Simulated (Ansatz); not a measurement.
# LDA, PBE, PBEsol and r²SCAN on HgS

```
Hg S
1.0
     0.00000    2.92900    2.92900
     2.92900    0.00000    2.92900
     2.92900    2.92900    0.00000
Hg S
1 1
Direct
  0.00000 0.00000 0.00000
  0.75000 0.75000 0.75000
```

Atom numbers follow the list: Hg1, S2.

The cell is COD entry 1011368, as deposited and not checked against the literature; nothing was relaxed.

Spin–orbit coupling is left out, though it moves levels of the heavy atoms by tenths of an eV or more.

One fixed cell is solved with several functionals by frozen-core PAW in Ansatz 0.2.0, scalar-relativistically. A positive pressure means that the functional wants a larger cell.

The PAW files were made with PBE; their cores are remade for each functional.

The runs use a Γ-centred 8×8×8 k mesh, Fermi–Dirac smearing of 0.02 eV, cutoff 420 eV, no spin polarisation.

Cutoffs: PBE 420 eV, LDA 420 eV, PBEsol 420 eV, r²SCAN 500 eV.

(1) Order the settings by the pressure that they give at this fixed cell, lowest first.
A. PBEsol
B. PBE
C. r²SCAN
D. LDA

Answers

(1) D (-1.50 GPa), A (0.57 GPa), C (2.29 GPa), B (4.03 GPa).
